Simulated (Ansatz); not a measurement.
## What moves the field gradients of Au?

Cell of run 1: a COD entry, whose atoms a relaxation with PBE at fixed cell left in place.

```
Au
1.0
     2.90000    0.00000    0.00000
    -1.45000    2.51147    0.00000
     0.00000    0.00000    4.88000
Au
2
Direct
  0.33333 0.66667 0.75000
  0.66667 0.33333 0.25000
```

Sites (sets of like atoms) are named by element and the number of their first atom in this list.

All runs are DFT with Ansatz 0.2.0 (plane waves and PAW, scalar-relativistic unless spin–orbit coupling is named, Γ-centred meshes, Fermi–Dirac smearing where given) in this cell.

Run 1: PBE, atoms relaxed; 420 eV, 18×18×10 k-points, smearing 0.05 eV.
Run 2: r2SCAN, at the relaxed atoms; 500 eV, 18×18×10 k-points, smearing 0.05 eV.
Run 3: PBE with spin–orbit coupling, at the relaxed atoms; 420 eV, 18×18×10 k-points, smearing 0.05 eV.
Run 4: LDA, at the relaxed atoms; 420 eV, 18×18×10 k-points, smearing 0.05 eV.
Run 5: PBEsol, at the relaxed atoms; 420 eV, 18×18×10 k-points, smearing 0.05 eV.

```csv
run,Au V_zz (η)
1,1.14 (0.00)
2,?
3,1.47 (0.00)
4,1.02 (0.00)
5,1.15 (0.00)
```

V_zz in 10²¹ V/m².

Question: Estimate the row of run 2.

Answer: Au: 1.21 (0.00). It lies nearest to run 5, from whose tensors on these sites it differs by 0.06 at most (largest principal value of the difference, on Au). Taken one at a time, spin–orbit coupling moves the tensors on these sites by up to 0.33 (largest principal value of the change, on Au), the functional (between the two that differ most) by 0.18 (Au). Without a gap such differences can lie within the error of the k-mesh, so this order isn't firm.

With these PAW files V_zz is typically within 2 to 3 % of all-electron values, but misses above 10 % occur on Au. In runs 1, 2, 3, 4, 5 there is no gap above 0.1 eV, so the gradients can move by 10 % or more with the k-mesh. The cell isn't the equilibrium one in runs 4, 5 (calculated pressure -11, -6 GPa), and the entry's cell may itself be off.
